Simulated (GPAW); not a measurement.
CoO:

```
Co O
1.0
     0.00000    2.13150    2.13150
     2.13150    0.00000    2.13150
     2.13150    2.13150    0.00000
Co O
1 1
Direct
  0.00000 0.00000 0.00000
  0.50000 0.50000 0.50000
```

Base run:

```yaml
Program: GPAW 26.7.0
Functional: LDA
Potentials_or_basis: PAW data sets generated in the run's folder for this functional
Cutoff: 800 eV
Basis: pw
k_mesh: 9 × 9 × 9
Occupations: fermi-dirac, width 0.05 eV
Spin: collinear spin, ferromagnetic start
Starting_moments: "[2.0, 0.0] μB"
```

Its results: pressure -18.9 GPa; net moment 2.84 μB per cell; site moments Co +2.43; O +0.24 μB.

Question: The run is repeated on the same cell with these changes: functional from LDA to revPBE; potentials or basis from PAW data sets generated in the run's folder for this functional to the program's PAW data sets (release 1.2.1) made for this functional. What comes out?

Answer: Pressure 3.1 GPa; net moment 2.94 μB per cell; site moments Co +2.55; O +0.23 μB.

Caveats: a cell with one magnetic atom can't hold antiferromagnetic order, which such compounds often take; so large a pressure means that the cell lies far from this level's equilibrium, or that cutoff or potentials fall short (some runs).
